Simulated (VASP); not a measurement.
# Li (Im-3m) in VASP: further runs

One crystal, Li, is run at these levels: PBE; tasks: single point, relaxation of cell and atoms.

All numbers are computed with VASP 6.6.1; they aren't measurements. Logs are shortened: lines on timing, memory, paths and dates and some standing lists are left out, and cuts for length are marked.

**1. The structure**

The structure is cubic, space group Im-3m (No. 229). Conventional cell: a = 3.430 Å, b = 3.430 Å, c = 3.430 Å, α = 90.00°, β = 90.00°, γ = 90.00°. Around Li (site symmetry m-3m) lie 8 Li at 2.97 Å.

**2. Single point, PBE**

Contents of INCAR:

```
ALGO = Normal
EDIFF = 1E-6
ENCUT = 520
GGA = PE
ISIF = 2
ISMEAR = -5
LASPH = T
LCHARG = F
LREAL = F
LWAVE = F
NBANDS = 8
NELM = 100
PREC = Accurate
SIGMA = 0.1
```

Contents of KPOINTS:

```
k-points
0
Gamma
  16 16 16
```

Contents of POSCAR:

```
Li
1.0
   -1.7151286484      1.7151286484      1.7151286484
    1.7151286484     -1.7151286484      1.7151286484
    1.7151286484      1.7151286484     -1.7151286484
Li
1
Direct
    0.0000000000      0.0000000000      0.0000000000
```

Potentials or basis: VASP PAW PBE potentials, release 64 (Li_sv).

On the command line:

```bash
$ cat potpaw_PBE.64/Li_sv/POTCAR > POTCAR
$ mpirun -np 1 vasp_std > vasp.out
```

OUTCAR:

```text
EDIFF = 1E-6
   ENCUT = 520
   GGA = PE
   ISIF = 2
   ISMEAR = -5
   LASPH = T
   LREAL = F
   NELM = 100
   PREC = Accurate

 ion  position               nearest neighbor table
   1  0.000  0.000  0.000-

  LATTYP: Found a body centered cubic cell.
 ALAT       =     3.4302572968

  Lattice vectors:

 A1 = (  -1.7151286484,   1.7151286484,   1.7151286484)
 A2 = (   1.7151286484,  -1.7151286484,   1.7151286484)
 A3 = (   1.7151286484,   1.7151286484,  -1.7151286484)

Analysis of symmetry for initial positions (statically):
=====================================================================
 Subroutine PRICEL returns:
 Original cell was already a primitive cell.

 Routine SETGRP: Setting up the symmetry group for a
 body centered cubic supercell.

 Subroutine GETGRP returns: Found 48 space group operations
 (whereof 48 operations were pure point group operations)
 out of a pool of 48 trial point group operations.

The static configuration has the point symmetry O_h .

Analysis of symmetry for dynamics (positions and initial velocities):
=====================================================================
 Subroutine PRICEL returns:
 Original cell was already a primitive cell.

 Routine SETGRP: Setting up the symmetry group for a
 body centered cubic supercell.

 Subroutine GETGRP returns: Found 48 space group operations
 (whereof 48 operations were pure point group operations)
 out of a pool of 48 trial point group operations.

The dynamic configuration has the point symmetry O_h .

 Subroutine INISYM returns: Found 48 space group operations
 (whereof 48 operations are pure point group operations),
 and found     1 'primitive' translations

----------------------------------------------------------------------------------------

                                     Primitive cell

  volume of cell :      20.1813

  direct lattice vectors                    reciprocal lattice vectors
    -1.715128648  1.715128648  1.715128648     0.000000000  0.291523321  0.291523321
     1.715128648 -1.715128648  1.715128648     0.291523321  0.000000000  0.291523321
     1.715128648  1.715128648 -1.715128648     0.291523321  0.291523321  0.000000000

  length of vectors
     2.970689961  2.970689961  2.970689961     0.412276235  0.412276235  0.412276235

  position of ions in fractional coordinates (direct lattice)
     0.000000000  0.000000000  0.000000000

  ion indices of the primitive-cell ions
   primitive index   ion index
                 1           1

----------------------------------------------------------------------------------------

 KPOINTS: k-points

Automatic generation of k-mesh.
 Grid dimensions read from file:
 generate k-points for:   16   16   16

 Generating k-lattice:

  Cartesian coordinates                     Fractional coordinates (reciprocal lattice)
     0.000000000  0.018220208  0.018220208     0.062500000  0.000000000  0.000000000
     0.018220208  0.000000000  0.018220208     0.000000000  0.062500000  0.000000000
     0.018220208  0.018220208  0.000000000     0.000000000  0.000000000  0.062500000

  Length of vectors
     0.025767265  0.025767265  0.025767265

  Shift w.r.t. Gamma in fractional coordinates (k-lattice)
     0.000000000  0.000000000  0.000000000

 TETIRR: Found   4715 inequivalent tetrahedra from    24576

 Subroutine IBZKPT returns following result:
 ===========================================

 Found    145 irreducible k-points:

 Following reciprocal coordinates:
            Coordinates               Weight
  0.000000  0.000000  0.000000      1.000000
  0.062500  0.000000  0.000000     12.000000
  0.125000  0.000000  0.000000     12.000000
  0.187500  0.000000  0.000000     12.000000
  0.250000  0.000000  0.000000     12.000000
  0.312500  0.000000  0.000000     12.000000
[... 16 lines left out ...]
  0.187500  0.187500  0.000000     24.000000
  0.250000  0.187500  0.000000     48.000000
 [... further k-points ...]
   k-points           NKPTS =    145   k-points in BZ     NKDIM =    145   number of bands    NBANDS=      8
   number of dos      NEDOS =    301   number of ions     NIONS =      1
   total plane-waves  NPLWV =  13824
   dimension x,y,z NGX =    24 NGY =   24 NGZ =   24
   dimension x,y,z NGXF=    48 NGYF=   48 NGZF=   48
   ions per type =               1
   NGX,Y,Z   is equivalent  to a cutoff of  13.43, 13.43, 13.43 a.u.
   NGXF,Y,Z  is equivalent  to a cutoff of  26.86, 26.86, 26.86 a.u.
 SYSTEM =  unknown system
   PREC   = accura    normal or accurate (medium, high low for compatibility)
   ISTART =      0    job   : 0-new  1-cont  2-samecut
   ICHARG =      2    charge: 1-file 2-atom 10-const
   ISPIN  =      1    spin polarized calculation?
   LNONCOLLINEAR =      F non collinear calculations
   LSORBIT =      F    spin-orbit coupling
   LASPH  =      T    aspherical Exc in radial PAW
   ENCUT  =  520.0 eV  38.22 Ry    6.18 a.u.   5.52  5.52  5.52*2*pi/ulx,y,z
   NELM   =    100;   NELMIN=  2; NELMDL= -5     # of ELM steps
   EDIFF  = 0.1E-05   stopping-criterion for ELM
   LREAL  =      F    real-space projection
   EDIFFG = 0.1E-04   stopping-criterion for IOM
   NSW    =      0    number of steps for IOM
   IBRION =     -1    ionic relax: 0-MD 1-quasi-New 2-CG
   NFREE  =      0    steps in history (QN), initial steepest desc. (CG)
   ISIF   =      2    stress and relaxation
   ISYM   =      2    0-nonsym 1-usesym 2-fastsym
   POTIM  = 0.5000    time-step for ionic-motion
   TEBEG  =    0.0;   TEEND  =   0.0 temperature during run
   PSTRESS=    0.0 pullay stress
   NELECT =       3.0000    total number of electrons
   NUPDOWN=      -1.0000    fix difference up-down
   EMIN   =  10.00;   EMAX   =-10.00  energy-range for DOS
   EFERMI =   0.00;   METHOD = LEGACY
   ISMEAR =    -5;   SIGMA  =   0.10  broadening in eV -4-tet -1-fermi 0-gaus
   EFERMI_NEDOS =   21; number of points for ismear=-14 and -15
   IALGO  =     38    algorithm
   IMIX   =      4    mixing-type and parameters
     AMIX     =   0.40;   BMIX     =  1.00
     AMIX_MAG =   1.60;   BMIX_MAG =  1.00
  volume/ion in A,a.u.               =      20.18       136.19
  Fermi-wavevector in a.u.,A,eV,Ry     =   0.867225  1.638818 10.232663  0.752080
  Thomas-Fermi vector in A             =   1.985728
   LORBIT       =      0    0 simple, 1 ext, 2 COOP (PROOUT), +10 PAW based schemes
   GGA     = PE    functional components
   LHFCALC =     F    Hartree Fock is set to
   AEXX    =    0.0000 exact exchange contribution
   IVDW    =     0    specifies the selected vdW correction
   LEPSILON=     F    determine dielectric tensor
   LRPA    =     F    only Hartree local field effects (RPA)
 non-spin polarized calculation
 Fermi weights with tetrahedron method with Bloechl corrections
  energy-cutoff  :      520.00
  volume of cell :       20.18
 maximum number of plane-waves:       560
 NGX is ok and might be reduce to    24
   NGX = 11   NGY = 11   NGZ = 11

 number of electron       3.0000001 magnetization

 Free energy of the ion-electron system (eV)
  ---------------------------------------------------
  ext. energy  EPLUGINS =         0.00000000
  ---------------------------------------------------
  free energy    TOTEN  =        -1.90456420 eV

  energy without entropy =       -1.90456420  energy(sigma->0) =       -1.90456420

 E-fermi :   0.6678     XC(G=0):  -7.0548

 val. band max:        0.6434974815   @ k =   0.3750   0.0625   0.0625
 cond. band min:       0.6616340759   @ k =  -0.3750   0.4375   0.1250
 fundamental gap:      0.0181365944
 Fermi energy:         0.6677583681

 k-point     1 :       0.0000    0.0000    0.0000
  band No.  band energies     occupation
      1     -45.8841      2.00000
      2      -2.9286      2.00000
      3      15.2884      0.00000
      4      15.2884      0.00000
      5      15.2885      0.00000
      6      20.0688      0.00000
      7      20.0688      0.00000
      8      20.0688      0.00000

 k-point     2 :       0.0625    0.0000    0.0000
  band No.  band energies     occupation
      1     -45.8833      2.00000
      2      -2.8544      2.00000
      3      14.7840      0.00000
      4      14.9097      0.00000
      5      15.1579      0.00000
      6      18.9017      0.00000
      7      19.0946      0.00000
      8      20.3038      0.00000

 k-point     3 :       0.1250    0.0000    0.0000
  band No.  band energies     occupation
      1     -45.8812      2.00000
      2      -2.6323      2.00000
      3      13.3133      0.00000
      4      14.1028      0.00000
      5      14.7880      0.00000
      6      17.8582      0.00000
      7      17.8759      0.00000
      8      19.9062      0.00000

 k-point     4 :       0.1875    0.0000    0.0000
  band No.  band energies     occupation
      1     -45.8780      2.00000
      2      -2.2616      2.00000
      3      11.3584      0.00000
      4      13.2414      0.00000
      5      14.2636      0.00000
      6      16.7810      0.00000
      7      17.4842      0.00000
      8      19.9569      0.00000

 k-point     5 :       0.2500    0.0000    0.0000
  band No.  band energies     occupation
      1     -45.8743      2.00000
      2      -1.7445      2.00000
      3       9.3593      0.00000
      4      12.4732      0.00000
      5      13.7056      0.00000
      6      15.8926      0.00000
      7      17.3958      0.00000
      8      20.3655      0.00000

 k-point     6 :       0.3125    0.0000    0.0000
  band No.  band energies     occupation
      1     -45.8705      2.00000
      2      -1.0875      2.00000
      3       7.4885      0.00000
      4      11.8517      0.00000
      5      13.2085      0.00000
      6      15.1994      0.00000
      7      17.4684      0.00000
      8      21.0428      0.00000

 k-point     7 :       0.3750    0.0000    0.0000
  band No.  band energies     occupation
      1     -45.8672      2.00000
      2      -0.3173      2.01062
      3       5.8297      0.00000
      4      11.3987      0.00000
      5      12.8270      0.00000
      6      14.7035      0.00000
      7      17.6171      0.00000
      8      21.9073      0.00000
[... 133 lines left out ...]
 k-point    20 :       0.3125    0.1250    0.0000
  band No.  band energies     occupation
      1     -45.8663      2.00000
      2      -0.0762      2.07830
      3       5.9032      0.00000
      4       9.8580      0.00000
      5      11.8494      0.00000
      6      16.9691      0.00000
      7      18.1389      0.00000
      8      21.8580      0.00000

 k-point    21 :       0.3750    0.1250    0.0000
  band No.  band energies     occupation
      1     -45.8643      2.00000
      2       0.7325      0.70278
      3       4.5641      0.00000
      4       9.5947      0.00000
      5      11.6034      0.00000
      6      16.7860      0.00000
      7      18.4133      0.00000
      8      22.5829      0.00000

 k-point    22 :       0.4375    0.1250    0.0000
  band No.  band energies     occupation
      1     -45.8636      2.00000
      2       1.1762     -0.03400
      3       3.9425      0.00000
      4       9.5068      0.00000
      5      11.5205      0.00000
      6      16.7210      0.00000
      7      18.5313      0.00000
      8      23.2900      0.00000

 k-point    23 :       0.1875    0.1875    0.0000
  band No.  band energies     occupation
      1     -45.8696      2.00000
      2      -0.9252      2.00000
      3       8.1595      0.00000
      4       9.6071      0.00000
      5      12.2564      0.00000
      6      17.5598      0.00000
      7      18.2104      0.00000
      8      21.2993      0.00000

 k-point    24 :       0.2500    0.1875    0.0000
  band No.  band energies     occupation
      1     -45.8666      2.00000
      2      -0.1923      2.05569
      3       6.6470      0.00000
      4       8.8661      0.00000
      5      11.8453      0.00000
      6      17.7225      0.00000
      7      18.5434      0.00000
      8      22.0108      0.00000

 [... further k-points ...]

------------------------ aborting loop because EDIFF is reached ----------------------------------------

  FORCE on cell =-STRESS in cart. coord.  units (eV):
  Direction    XX          YY          ZZ          XY          YZ          ZX
  --------------------------------------------------------------------------------------
  -------------------------------------------------------------------------------------
  Total       -0.0041283     -0.0041283     -0.0041283      0.0000000      0.0000000      0.0000000
  in kB       -0.3277413     -0.3277413     -0.3277413      0.0000000      0.0000000      0.0000000
  external PRESSURE =      -0.3277413 kB  Pullay stress =       0.0000000 kB

 VOLUME and BASIS-vectors are now :
 -----------------------------------------------------------------------------
  energy-cutoff  :      520.00
  volume of cell :       20.18
      direct lattice vectors                 reciprocal lattice vectors
    -1.715128648  1.715128648  1.715128648     0.000000000  0.291523321  0.291523321
     1.715128648 -1.715128648  1.715128648     0.291523321  0.000000000  0.291523321
     1.715128648  1.715128648 -1.715128648     0.291523321  0.291523321  0.000000000

 POSITION                                       TOTAL-FORCE (eV/Angst)
 -----------------------------------------------------------------------------------
      0.00000      0.00000      0.00000        -0.000000     -0.000000     -0.000000
 -----------------------------------------------------------------------------------
    total drift:                                0.000000      0.000000     -0.000000

  FREE ENERGIE OF THE ION-ELECTRON SYSTEM (eV)
  ---------------------------------------------------
  free  energy   TOTEN  =        -1.9045641973 eV

  energy  without entropy=       -1.9045641973  energy(sigma->0) =       -1.90456420
```

Run time: 11 s. Hardware: 1 thread of Intel Xeon Platinum 8488C (Sapphire Rapids), shared host; peak memory 0.14 GiB.

What came out:

```yaml
Free_energy: -1.9046 eV
Band_gap_on_the_k_mesh: none (metal or under the smearing width)
```

Levels at points of the mesh, in eV from the Fermi level:
```
           k point  band 1  band 2  band 3  band 4  band 5  band 6  band 7
(0.00, 0.00, 0.00)  -46.55   -3.60   14.62   14.62   14.62   19.40   19.40
(0.50, 0.00, 0.00)  -46.53    0.21    3.24   10.36   11.84   13.64   17.15
(0.50, 0.50, 0.50)  -46.52    5.51    5.51    5.51    7.76    7.76   13.63
```

Caveat: the cutoff is under 1.25 times the usual one of these potentials, so pressure, stress and relaxed cells hold a basis-set (Pulay) error; tetrahedron occupations give inexact forces and stress in metals.

**3. Relaxation of cell and atoms, PBE**

This run uses another cell than the first one, of 21.61 Å³/atom, 1.071 times its volume.

Contents of INCAR:

```
ALGO = Normal
EDIFF = 1E-6
EDIFFG = -0.005
ENCUT = 600
GGA = PE
IBRION = 2
ISIF = 3
ISMEAR = -5
LASPH = T
LCHARG = F
LREAL = F
LWAVE = F
NELM = 60
NSW = 100
PREC = Accurate
SIGMA = 0.1
```

KPOINTS is that of step 2.

Contents of POSCAR:

```
Li
1.0
   -1.7546500000      1.7546500000      1.7546500000
    1.7546500000     -1.7546500000      1.7546500000
    1.7546500000      1.7546500000     -1.7546500000
Li
1
Direct
    0.0000000000      0.0000000000      0.0000000000
```

Potentials or basis: VASP PAW PBE potentials, release 64 (Li_sv).

On the command line:

```bash
$ cat potpaw_PBE.64/Li_sv/POTCAR > POTCAR
$ mpirun -np 1 vasp_std > vasp.out
```

Wall time 18 s (1 thread of Intel Xeon Platinum 8488C (Sapphire Rapids), shared host); peak memory 0.14 GiB.

It converged, with:

```
Free energy                            : -1.9058 eV
Relaxed volume                         : 19.99 Å³/atom
Relaxed cell                           : a = 2.961 Å, b = 2.961 Å, c = 2.961 Å, α = 109.47°, β = 109.47°, γ = 109.47°
Space group after relaxing (to 0.05 Å) : Im-3m (No. 229)
Energy gained by relaxing              : 4.8 meV/atom
Ionic steps                            : 4
Pressure after relaxing                : 0.0 GPa
Band gap on the k mesh                 : none (metal or under the smearing width)
```

Step by step:
```
step  energy change (eV)  largest force (eV/Å)  pressure (GPa)  volume (Å³)
   1              0.0000                0.0000           -0.91        21.61
   2             -0.0019                0.0000           -0.72        21.23
   3             -0.0047                0.0000           -0.18        20.28
   4             -0.0048                0.0000            0.01        19.99
```

Final structure:
```xyz
1
Lattice="-1.7098 1.7098 1.7098 1.7098 -1.7098 1.7098 1.7098 1.7098 -1.7098" Properties=species:S:1:pos:R:3 pbc="T T T"
Li    0.0000    0.0000    0.0000
```

Levels at points of the mesh, in eV from the Fermi level:
```tsv
k point	band 1	band 2	band 3	band 4	band 5
(0.00, 0.00, 0.00)	-46.53	-3.61	14.72	14.72	14.72
(0.50, 0.00, 0.00)	-46.51	0.21	3.27	10.43	11.92
(0.50, 0.50, 0.50)	-46.50	5.54	5.54	5.54	7.80
```

Caveat: the cutoff is under 1.25 times the usual one of these potentials, so pressure, stress and relaxed cells hold a basis-set (Pulay) error; tetrahedron occupations give inexact forces and stress in metals.
